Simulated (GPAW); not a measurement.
# C (C2/m) in GPAW: notebook, part 2 of 2

GPAW 26.7.0. Earlier steps stand in the parts before.

### 4 G0W0 quasiparticle levels, LDA

The input, run.py:

```python
import json
import numpy as np
from ase import Atoms
from ase.dft.bandgap import bandgap
from ase.io import write
from gpaw import GPAW, PW
from gpaw.response.g0w0 import G0W0

atoms = Atoms(['C', 'C'],
              cell=[[2.1273203072, -1.22828244, 0.0],
                    [2.1273203072, 1.22828244, 0.0],
                    [-1.3790696309, 0.0, 3.5028300786]],
              scaled_positions=[[0.16664447, 0.16664447, 0.99990696],
                                [0.83335553, 0.83335553, 0.00009304]],
              pbc=True)

calc = GPAW(mode=PW(600),
            xc='LDA',
            kpts={'size': (6, 6, 4), 'gamma': True},
            occupations={'name': 'fermi-dirac', 'width': 0.001},
            nbands=11,
            convergence={'density': 1e-06},
            symmetry={'point_group': False},
            maxiter=150,
            txt='gpaw.txt')
atoms.calc = calc
energy = atoms.get_potential_energy()
calc.write('gs.gpw')
write('result.traj', atoms)
print(f'Energy: {energy:.6f} eV')
print('Fermi level:', round(calc.get_fermi_level(), 4), 'eV')
print(f'Gap: {bandgap(calc)[0]:.4f} eV, direct: {bandgap(calc, direct=True)[0]:.4f} eV')

calc.diagonalize_full_hamiltonian(nbands=45)
calc.write('full.gpw', mode='all')

ibz = calc.get_ibz_k_points()
gap, vbm, cbm = bandgap(calc, output=None)
gap, direct, _ = bandgap(calc, direct=True, output=None)
gamma = int(np.abs(ibz).sum(1).argmin())
kpts = sorted({gamma, vbm[1], cbm[1], direct[1]})
gw = G0W0(calc='full.gpw',
          filename='gw',
          ecut=100,
          ecut_extrapolation=True,
          relbands=(-2, 2),
          kpts=kpts,
          integrate_gamma='WS',
          ppa=True)
gw.calculate()
results = {mode: {key: np.asarray(r[key]).tolist() for key in ['f', 'eps', 'vxc', 'exx', 'sigma', 'Z', 'qp', 'sigma_eskn']}
           for mode, r in gw.all_results.items()}
json.dump({'kpts': ibz[kpts].tolist(), 'results': results}, open('gw.json', 'w'))
for mode, r in results.items():
    f, qp = np.array(r['f']), np.array(r['qp'])
    print(mode, 'quasiparticle energies (eV):')
    print(qp.round(3))
    print(mode, 'gap:', round(qp[f < 0.5].min() - qp[f > 0.5].max(), 4), 'eV')
```

Potentials or basis: the program's PAW data sets (release 1.2.1) made for this functional, pw.

The run is started by

```bash
$ OMP_NUM_THREADS=1 python run.py
```

gpaw.txt:

```text
__  _  _
 | _ |_)|_||  |
 |__||  | ||/\| - 26.7.0

Input parameters:
  mode=PW(ecut=600.0),
  convergence={'density': 1e-06},
  kpts=MonkhorstPack(size=(6, 6, 4), gamma=True),
  maxiter=150,
  nbands=11,
  occupations=Occupations(name='fermi-dirac', width=0.001),
  symmetry=Symmetry(point_group=False),
  xc=XC(name='LDA')

Diagonalizing LCAO Hamiltonian
Converting LCAO to pw mode

       C

                 C

Atoms  # Å, Bohr magnetons
|   | symbol |         x |        y |        z |    initial magnetic moments |
|---|--------|-----------|----------|----------|-----------------------------|
| 0 |      C | -0.669929 | 0.000000 | 3.502504 | ( 0.0000,  0.0000,  0.0000) |
| 1 |      C |  3.545500 | 0.000000 | 0.000326 | ( 0.0000,  0.0000,  0.0000) |

Unit cell  # Å
| periodic |         x |         y |        z |  lengths |     angles |
|----------|-----------|-----------|----------|----------|------------|
|      yes |  2.127320 | -1.228282 | 0.000000 | 2.456455 | 108.496630 |
|      yes |  2.127320 |  1.228282 | 0.000000 | 2.456455 | 108.496630 |
|      yes | -1.379070 |  0.000000 | 3.502830 | 3.764525 |  60.002969 |

Number of symmetries: 1
Symmetry operations  # r_c * U_cc + t_c -> r_c
|   | kind |            matrix            |
|---|------|------------------------------|
| 0 |  E   |  1, 0, 0,  0, 1, 0,  0, 0, 1 |

BZ-sampling:
  Number of BZ points: 144
  Number of IBZ points: 76

  Monkhorst-Pack size: [6, 6, 4]
  Monkhorst-Pack shift: [0.08333333333333333, 0.08333333333333333, 0.125]

K-points  # in reciprocal-cell coordinates
|     |                                coordinates |     weight |
|-----|--------------------------------------------|------------|
|   0 | (  0.00000000,   0.00000000,   0.00000000) | 0.00694444 |
|   1 | (  0.00000000,   0.00000000,   0.25000000) | 0.01388889 |
|   2 | (  0.00000000,   0.00000000,   0.50000000) | 0.00694444 |
|   3 | (  0.00000000,   0.16666667,  -0.25000000) | 0.01388889 |
|   4 | (  0.00000000,   0.16666667,   0.00000000) | 0.01388889 |
|   5 | (  0.00000000,   0.16666667,   0.25000000) | 0.01388889 |
|   6 | (  0.00000000,   0.16666667,   0.50000000) | 0.01388889 |
|   7 | (  0.00000000,   0.33333333,  -0.25000000) | 0.01388889 |
|   8 | (  0.00000000,   0.33333333,   0.00000000) | 0.01388889 |
|   9 | (  0.00000000,   0.33333333,   0.25000000) | 0.01388889 |
| ... |                                            |            |
|  75 | (  0.50000000,   0.50000000,   0.50000000) | 0.00694444 |

Plane wave coefficients: 628
Cutoff: 600.0 eV

Spin-components: 1 (collinear spins)
Bands:           11
Projectors:      10
Spin-degeneracy: 2
Datatype:        complex128

Parallelization:
  kpt:    1
  domain: 1
  band:   1

Density:
  Valence electrons: 8.0
  Components: 1
  Grid points: [14 14 24]
  Charge: 0.0  # |e|

Potential:
  Grid points: [14 14 24]

species:
  C:
    name:    Carbon
    Z:       6.0
    valence: 4
    core:    2
    charge:  0.0  # [|e|]
    compensation charges:
      type: gauss
      rc: 0.20  # [Å]
      lmax: 2
    cutoffs:
      filter: 1.14  # [Å]
      core: 1.14  # [Å]
    projectors
    | kind |    occ | energy [eV] | rcut [Å] |
    |------|--------|-------------|----------|
    |   2s |  2.000 |     -13.639 |    0.635 |
    |   2p |  2.000 |      -5.414 |    0.635 |
    |    s |        |      13.573 |    0.635 |
    |    p |        |      21.797 |    0.635 |
    |    d |        |       0.000 |    0.635 |

    Using partial waves for C as LCAO basis

Reference energy: -2037.605076  # eV

eigensolver:
  PPCG
  Converge bands: occupied
  niter=2

density mixing:
  MSR1-Mixer
  Pratt-step length: 0.05
  Maximum mixing coefficient: 0.75
  Old densities: 10
  SVD Regularization: 0.005
  Good broyden scale: 1.0
  Trust region scale: 1.0
  Backstep threshold: 4.0
  History deletion threshold: 6.0
  Fourier metric: weight=20.0, sigma=0.015

occupation numbers:
  Fermi-Dirac:
    width: 0.0010  # eV

poisson solver:
  ecut: 4800.0  # eV

xc functional:
  name: None

convergence criteria:
- Maximum integral of absolute [dens]ity change: 1e-06 electrons / valence electron
- Maximum [total energy] change in last 3 cyles: 0.0005 eV / valence electron
- Maximum integral of absolute [eigenst]ate change: 4e-08 eV^2 / valence electron
maximum number of iterations: 150

SCF iterations
|iter     | |      energy | eigst |  dens |
|---------|-|-------------|-------|-------|
|iter:   1| |  -21.376121 | +0.59 |       |
|iter:   2| |  -21.215025 | -1.66 | -0.74 |
|iter:   3| |  -20.208702 | -1.15 | -0.77 |
|iter:   4| |  -20.209714 | -2.77 | -1.61 |
|iter:   5| |  -20.210647c| -4.25 | -2.04 |
|iter:   6| |  -20.210648c| -6.11 | -3.27 |
|iter:   7| |  -20.210648c| -6.89 | -3.58 |
|iter:   8| |  -20.210648c| -7.68c| -3.84 |
|iter:   9| |  -20.210648c| -8.74c| -5.40 |
|iter:  10| |  -20.210648c| -9.66c| -5.88 |
|iter:  11| |  -20.210648c|-10.41c| -6.85c|

Converged in 11 steps
Energy contributions relative to reference atoms: (reference = -2037.605076)

Energy contributions:
  Kinetic:          19.036998
  Coulomb:         -19.240058
  Zero:              0.034954
  External:          0.000000
  Xc:              -20.042542
  Entropy:          -0.000000
  Spinorbit:         0.000000
  ----------------------------
  Free energy:     -20.210648
  Extrapolated:    -20.210648

dipole moment: (0.000001, 0.000000, 0.000002)  # |e|*Ang

Fermi level: 5.481
Eigenvalues  # (at kpt = [0.000, 0.000, 0.000])
| band index |      eig [eV] | occ [0-2] |
|------------|---------------|-----------|
|          0 |       -13.966 |     2.000 |
|          1 |        -1.316 |     2.000 |
|          2 |         2.513 |     2.000 |
|          3 |         2.516 |     2.000 |
|          4 |         9.037 |     0.000 |
|          5 |        13.900 |     0.000 |
|          6 |        13.903 |     0.000 |
|          7 |        16.931 |     0.000 |
|          8 |        18.659 |     0.000 |
|          9 |        28.030 |     0.000 |
|         10 |        29.270 |     0.000 |

Gap: 0.482 eV
Transition (v -> c):
  (s=0, k=39, n=3, [0.33, -0.33, 0.00]) -> (s=0, k=41, n=4, [0.33, -0.33, 0.50])
Direct/indirect transitions are different
Direct gap: 0.508 eV
Transition at: (s=0, k=39, n=3, [0.33, -0.33, 0.00])
# Writing to gs.gpw (mode='')

Matrix size: 628x628
# Writing to full.gpw (mode='all')
```

gw.w.txt:

```text
FrequencyGridDescriptor(from 0.000+0.000j to 0.000+27.211j eV, 2 points)
FrequencyGridDescriptor(from 0.000+0.000j to 0.000+27.211j eV, 2 points)

BZ k-points: Symmetries present (total): 1

144 k-points: 6 x 6 x 4 Monkhorst-Pack grid + [1/12,1/12,1/8]
76 k-points in the irreducible part of the Brillouin zone
       k-points in crystal coordinates                weights
[... 151 lines left out ...]
   5   0.000  13.900 -16.709  -9.529  -5.952  -0.272   0.786  14.866
[... 9 lines left out ...]
k-point 2 (41): (0.333, -0.333, 0.500)                GW
band       f     eps     vxc     exx   sigma  dsigma       Z      qp
                                                                   GW
   2   1.000  -5.134 -16.289 -22.275   5.176  -0.485   0.673  -5.679
   3   1.000   5.241 -14.519 -14.077  -0.383  -0.288   0.776   5.287
   4   0.000   5.766 -15.070 -11.900  -3.010  -0.292   0.774   5.891
   5   0.000  15.565  -9.038  -3.453  -5.382  -0.209   0.827  15.733
```

Run time: 4.1 min. Hardware: 1 thread of Arm Neoverse V1, shared host; peak memory 0.28 GiB.

Results:

* Free energy: -20.2106 eV
* Band gap on the k mesh, mean-field level: 0.48 eV, indirect (least direct gap 0.51 eV)
* Quasiparticle gap: 0.56 eV
* Least direct quasiparticle gap: 0.59 eV

Caveat: the k mesh is coarse (spacing up to 0.50 Å⁻¹), so the values aren't converged; the extrapolation in the response cutoff is poor; the quasiparticle gap is taken among the few k points that were corrected; the long-wavelength limit can be off by a per cent or two.

### 5 Optical spectrum by the Bethe-Salpeter equation, LDA

The input, run.py:

```python
import numpy as np
from ase import Atoms
from ase.dft.bandgap import bandgap
from ase.io import write
from gpaw import GPAW, PW
from gpaw.response.bse import BSE

atoms = Atoms(['C', 'C'],
              cell=[[2.1273203072, -1.22828244, 0.0],
                    [2.1273203072, 1.22828244, 0.0],
                    [-1.3790696309, 0.0, 3.5028300786]],
              scaled_positions=[[0.16664447, 0.16664447, 0.99990696],
                                [0.83335553, 0.83335553, 0.00009304]],
              pbc=True)

calc = GPAW(mode=PW(600),
            xc='LDA',
            kpts={'size': (10, 10, 6), 'gamma': True},
            occupations={'name': 'fermi-dirac', 'width': 0.001},
            nbands=11,
            convergence={'density': 1e-06},
            maxiter=150,
            txt='gpaw.txt')
atoms.calc = calc
energy = atoms.get_potential_energy()
calc.write('gs.gpw')
write('result.traj', atoms)
print(f'Energy: {energy:.6f} eV')
print('Fermi level:', round(calc.get_fermi_level(), 4), 'eV')
print(f'Gap: {bandgap(calc)[0]:.4f} eV, direct: {bandgap(calc, direct=True)[0]:.4f} eV')

dense = calc.fixed_density(kpts={'size': (7, 7, 4), 'gamma': True},
                           nbands=50, convergence={'bands': 44, 'eigenstates': 1e-7},
                           update_fermi_level=True, txt='dense.txt')
dense.write('dense.gpw', mode='all')
gap = bandgap(dense, direct=True)[0]
print(f'Direct gap on the dense mesh: {gap:.4f} eV')

bse = BSE('dense.gpw',
          ecut=40,
          valence_bands=range(1, 4),
          conduction_bands=range(4, 7),
          nbands=44,
          mode='BSE',
          integrate_gamma='sphere',
          direction=0,
          txt='bse.txt',
          eshift=0.08)
bse.get_dielectric_function(w_w=np.linspace(0, 11, 221), eta=0.1, filename='bse.csv', write_eig='eig.dat')
_, energies, weights = np.loadtxt('eig.dat', unpack=True)
bright = energies[weights > 1e-3 * weights.max()]
print(f'Lowest exciton {energies.min():.4f} eV, lowest bright one {bright.min():.4f} eV')
```

Potentials or basis: the program's PAW data sets (release 1.2.1) made for this functional, pw.

The run is started by

```bash
$ OMP_NUM_THREADS=1 python run.py
```

gpaw.txt:

```text
__  _  _
 | _ |_)|_||  |
 |__||  | ||/\| - 26.7.0

Input parameters:
  mode=PW(ecut=600.0),
  convergence={'density': 1e-06},
  kpts=MonkhorstPack(size=(10, 10, 6), gamma=True),
  maxiter=150,
  nbands=11,
  occupations=Occupations(name='fermi-dirac', width=0.001),
  xc=XC(name='LDA')

Diagonalizing LCAO Hamiltonian
Converting LCAO to pw mode

       C

                 C

Atoms  # Å, Bohr magnetons
|   | symbol |         x |        y |        z |    initial magnetic moments |
|---|--------|-----------|----------|----------|-----------------------------|
| 0 |      C | -0.669929 | 0.000000 | 3.502504 | ( 0.0000,  0.0000,  0.0000) |
| 1 |      C |  3.545500 | 0.000000 | 0.000326 | ( 0.0000,  0.0000,  0.0000) |

Unit cell  # Å
| periodic |         x |         y |        z |  lengths |     angles |
|----------|-----------|-----------|----------|----------|------------|
|      yes |  2.127320 | -1.228282 | 0.000000 | 2.456455 | 108.496630 |
|      yes |  2.127320 |  1.228282 | 0.000000 | 2.456455 | 108.496630 |
|      yes | -1.379070 |  0.000000 | 3.502830 | 3.764525 |  60.002969 |

Number of symmetries: 4
Symmetry operations  # r_c * U_cc + t_c -> r_c
|   | kind |            matrix            |
|---|------|------------------------------|
| 0 |  E   |  1, 0, 0,  0, 1, 0,  0, 0, 1 |
| 1 |  σ   |  0, 1, 0,  1, 0, 0,  0, 0, 1 |
| 2 |  C2  |  0,-1, 0, -1, 0, 0,  0, 0,-1 |
| 3 |  i   | -1, 0, 0,  0,-1, 0,  0, 0,-1 |

BZ-sampling:
  Number of BZ points: 600
  Number of IBZ points: 172

[... 79 lines left out ...]
  SVD Regularization: 0.005
  Good broyden scale: 1.0
  Trust region scale: 1.0
  Backstep threshold: 4.0
  History deletion threshold: 6.0
  Fourier metric: weight=20.0, sigma=0.015

occupation numbers:
  Fermi-Dirac:
    width: 0.0010  # eV

poisson solver:
  ecut: 4800.0  # eV

xc functional:
  name: None

convergence criteria:
- Maximum integral of absolute [dens]ity change: 1e-06 electrons / valence electron
- Maximum [total energy] change in last 3 cyles: 0.0005 eV / valence electron
- Maximum integral of absolute [eigenst]ate change: 4e-08 eV^2 / valence electron
maximum number of iterations: 150

SCF iterations
|iter     | |      energy | eigst |  dens |
|---------|-|-------------|-------|-------|
|iter:   1| |  -21.415922 | +0.59 |       |
|iter:   2| |  -21.254285 | -1.65 | -0.74 |
|iter:   3| |  -20.243582 | -1.15 | -0.77 |
|iter:   4| |  -20.244698 | -2.77 | -1.61 |
|iter:   5| |  -20.245642c| -4.25 | -2.04 |
|iter:   6| |  -20.245643c| -6.21 | -3.30 |
|iter:   7| |  -20.245644c| -7.61c| -3.73 |
|iter:   8| |  -20.245644c| -8.48c| -5.22 |
|iter:   9| |  -20.245644c| -9.56c| -5.83 |
|iter:  10| |  -20.245644c|-10.34c| -6.73c|

Converged in 10 steps
Energy contributions relative to reference atoms: (reference = -2037.605076)

Energy contributions:
  Kinetic:          19.048207
  Coulomb:         -19.274086
  Zero:              0.034931
  External:          0.000000
  Xc:              -20.054696
  Entropy:          -0.000000
  Spinorbit:         0.000000
  ----------------------------
  Free energy:     -20.245644
  Extrapolated:    -20.245644

dipole moment: (0.000001, 0.000000, 0.000002)  # |e|*Ang

Fermi level: 4.973
Eigenvalues  # (at kpt = [0.000, 0.000, 0.000])
| band index |      eig [eV] | occ [0-2] |
|------------|---------------|-----------|
|          0 |       -13.958 |     2.000 |
|          1 |        -1.311 |     2.000 |
|          2 |         2.522 |     2.000 |
|          3 |         2.526 |     2.000 |
|          4 |         9.038 |     0.000 |
|          5 |        13.909 |     0.000 |
|          6 |        13.911 |     0.000 |
|          7 |        16.938 |     0.000 |
|          8 |        18.666 |     0.000 |
|          9 |        28.037 |     0.000 |
|         10 |        29.273 |     0.000 |

Gap: 1.350 eV
Transition (v -> c):
  (s=0, k=48, n=3, [0.30, -0.30, 0.00]) -> (s=0, k=96, n=4, [0.40, -0.30, 0.33])
Direct/indirect transitions are different
Direct gap: 1.375 eV
Transition at: (s=0, k=96, n=3, [0.40, -0.30, 0.33])
# Writing to gs.gpw (mode='')
```

It took 7.8 min on 1 thread of Arm Neoverse V1, shared host; peak memory 0.43 GiB.

What came out:

```yaml
Free_energy: -20.2456 eV
Band_gap_on_the_k_mesh_mean-field_level: 1.35 eV, indirect (least direct gap 1.38 eV)
Exciton_binding_energy: 0.44 eV
```

Lowest exciton energies (eV): 1.93, 1.94, 1.95, 1.95, 1.95, 2.02, 2.57, 2.58

Caveat: the k mesh is coarse (spacing up to 0.45 Å⁻¹), so the values aren't converged; the band lists can cut through equal levels, which moves peak heights; on so coarse a mesh excitons come out too strongly bound; on this mesh the treatment of q = 0 moves the result by about a tenth of an eV; the long-wavelength limit can be off by a per cent or two; the static dielectric constant lacks the antiresonant part and is too small; spectra need much finer meshes, so this one isn't converged; an odd mesh through Γ misses points on the zone boundary, where band edges often lie.
